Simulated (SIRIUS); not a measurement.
Zn:

```xyz
2
Lattice="2.6700 0.0000 0.0000 -1.3350 2.3123 0.0000 0.0000 0.0000 4.9660" Properties=species:S:1:pos:R:3 pbc="T T T"
Zn    1.3350    0.7708    3.7245
Zn    0.0000    1.5415    1.2415
```

| Quantity | Value |
| --- | --- |
| Program | SIRIUS 7.12.0 |
| Task | relaxation of cell and atoms |
| Functional | PBE |
| Potentials or basis | PseudoDojo 0.4.1 PBE standard (scalar relativistic) |
| Cutoff | 1152 eV |
| Density cutoff | 4606 eV |
| k mesh | 5 × 5 × 3 |
| Occupations | fermi-dirac, width 0.05 eV |
| Spin | no spin polarisation |

At the start: pressure -0.2 GPa; volume 15.33 Å³/atom.

Problem. How do energy, volume and symmetry change on relaxing?

Solution. Over 10 steps the energy falls by 40.2 meV/atom and the volume is 14.88 Å³/atom (-2.9 %); space group P6_3/mmc (No. 194, to 0.05 Å).

Step by step:
| step | energy change (eV) | largest force (eV/Å) | pressure (GPa) | volume (Å³) |
| --- | --- | --- | --- | --- |
| 1 | 0.0000 | 0.0000 | -0.20 | 30.66 |
| 2 | -0.0072 | 0.0000 | -0.27 | 30.65 |
| 3 | -0.0302 | 0.0000 | -0.65 | 30.51 |
| 4 | -0.0322 | 0.0000 | -0.86 | 30.44 |
| 5 | -0.0451 | 0.0000 | -1.27 | 30.25 |
| 6 | -0.0701 | 0.0000 | -0.60 | 29.94 |
| 7 | -0.0727 | 0.0000 | 1.22 | 29.39 |
| 8 | -0.0804 | 0.0000 | 0.28 | 29.66 |
| 9 | -0.0804 | 0.0000 | 0.24 | 29.68 |
| 10 | -0.0805 | 0.0000 | 0.00 | 29.77 |

Final structure:
```yaml
crystal:
  lattice:
    - [2.76201, 0.00000, 0.00000]
    - [-1.38101, 2.39197, 0.00000]
    - [0.00000, 0.00000, 4.50592]
  atoms:
    - { symbol: Zn, position: [0.66667, 0.33333, 0.75000] }
    - { symbol: Zn, position: [0.33333, 0.66667, 0.25000] }
```

Caveat: the k mesh is coarse (spacing up to 0.54 Å⁻¹), so the values aren't converged.
